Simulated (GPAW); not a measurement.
**KI: relaxation of cell and atoms with PBEsol**

KI:

```
I K
1.0
     0.00000    3.53277    3.53277
     3.53277    0.00000    3.53277
     3.53277    3.53277    0.00000
I K
1 1
Direct
  0.50000 0.50000 0.50000
  0.00000 0.00000 0.00000
```

```
Program             : GPAW 26.7.0
Task                : relaxation of cell and atoms
Functional          : PBEsol
Potentials or basis : PAW data sets generated in the run's folder for this functional
Cutoff              : 600 eV
Basis               : pw
k mesh              : 7 × 7 × 7
Occupations         : fermi-dirac, width 0.05 eV
Spin                : no spin polarisation
Maxiter             : 150
Optimizer           : BFGS
Fmax                : 0.02 eV/Å
Max steps           : 60
Convergence         : density=1e-05 forces=0.0001
```

* Relaxed volume: 42.92 Å³/atom
* Relaxed cell: a = 4.951 Å, b = 4.951 Å, c = 4.951 Å, α = 60.00°, β = 60.00°, γ = 60.00°
* Space group after relaxing (to 0.05 Å): Fm-3m (No. 225)
* Energy gained by relaxing: 1.1 meV/atom
* Ionic steps: 3
* Pressure after relaxing: 0.0 GPa
* Band gap on the k mesh: 3.89 eV, direct

Step by step:
```
step  energy change (eV)  largest force (eV/Å)  pressure (GPa)  volume (Å³)
   1              0.0000                0.0000           -0.30        88.18
   2             -0.0003                0.0000           -0.28        88.03
   3             -0.0022                0.0000            0.01        85.84
```

Final structure:
```
CELL_PARAMETERS angstrom
0.00000 3.50120 3.50120
3.50120 0.00000 3.50120
3.50120 3.50120 0.00000
ATOMIC_POSITIONS crystal
I 0.50000 0.50000 0.50000
K 0.00000 0.00000 0.00000
```

Levels at points of the mesh, in eV from the valence-band top:
```tsv
k point	band 4	band 5	band 6	band 7	band 8	band 9	band 10	band 11	band 12
(0.00, 0.00, 0.00)	-11.84	-10.56	0.00	0.00	0.00	3.89	6.43	6.43	6.43
```

Wall time 59 s on 1 thread of Arm Neoverse V1, with other jobs on the host, peak memory 0.2 GiB.

Caveat: later steps reuse the first step's grids; spin-orbit coupling is left out, which moves the levels of the heavy elements. A hybrid or GW would open this gap; PBEsol tends to underestimate it.
